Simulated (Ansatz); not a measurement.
## Pressure against volume: SrTe

```cif
data_structure
_symmetry_space_group_name_H-M 'Fm-3m'
_symmetry_Int_Tables_number 225
_cell_length_a 6.7184
_cell_length_b 6.7184
_cell_length_c 6.7184
_cell_angle_alpha 90.000
_cell_angle_beta 90.000
_cell_angle_gamma 90.000
_cell_volume 303.24
loop_
_atom_site_label
_atom_site_type_symbol
_atom_site_symmetry_multiplicity
_atom_site_Wyckoff_symbol
_atom_site_fract_x
_atom_site_fract_y
_atom_site_fract_z
_atom_site_occupancy
Sr1 Sr 4 a 0.00000 0.00000 0.00000 1
Te1 Te 4 b 0.50000 0.00000 0.00000 1
```

The runs use the primitive cell with vectors (0.000, 3.359, 3.359), (3.359, 0.000, 3.359), (3.359, 3.359, 0.000) Å, to which the k mesh refers.

The cell was built from the rocksalt type and relaxed in the same program, and has space group Fm-3m; it needn't be a known or the stable phase.

Spin–orbit coupling is left out, though it moves levels of the heavy atoms by tenths of an eV or more.

All numbers are computed: DFT, PBE, all-electron LAPW, scalar-relativistic (Ansatz 0.2.0); DFT, PBE, PAW with Ansatz's default frozen-core files, scalar-relativistic (Ansatz 0.2.0).

For LAPW: a Γ-centred 11×11×11 k mesh, Fermi–Dirac smearing of 0.03 eV, basis error target 0.25 meV/atom, no spin polarisation. PAW takes a cutoff of 420 eV at this cell. The Ansatz runs share mesh, smearing and spin set-up. Plane-wave (PAW) pressures include the program's estimate of the Pulay term.

The cell above is scaled evenly, with fractional coordinates and shape held.

Question: Estimate the equilibrium volume and bulk modulus that full-potential LAPW gives for this fixed shape.

Answer: V0 = 37.91 Å³/atom, B0 = 32 GPa, B0′ = 4.2, from a third-order Birch–Murnaghan fit to these pressures:
```tsv
V/V(cell)	V (Å³/atom)	P, LAPW (GPa)	P, PAW (GPa)	gap on the k mesh, LAPW (eV)
0.9500	36.010	1.85	1.85	1.67
0.9750	36.958	0.87	0.87	1.74
1.0000	37.905	0.00	0.00	1.80
1.0250	38.853	-0.76	-0.76	1.86
1.0500	39.801	-1.42	-1.42	1.91
```

PAW's V0 lies -0.01 % from the all-electron value and its B0 0.0 %. Symmetry fixes shape and coordinates here, so this is the relaxed modulus.
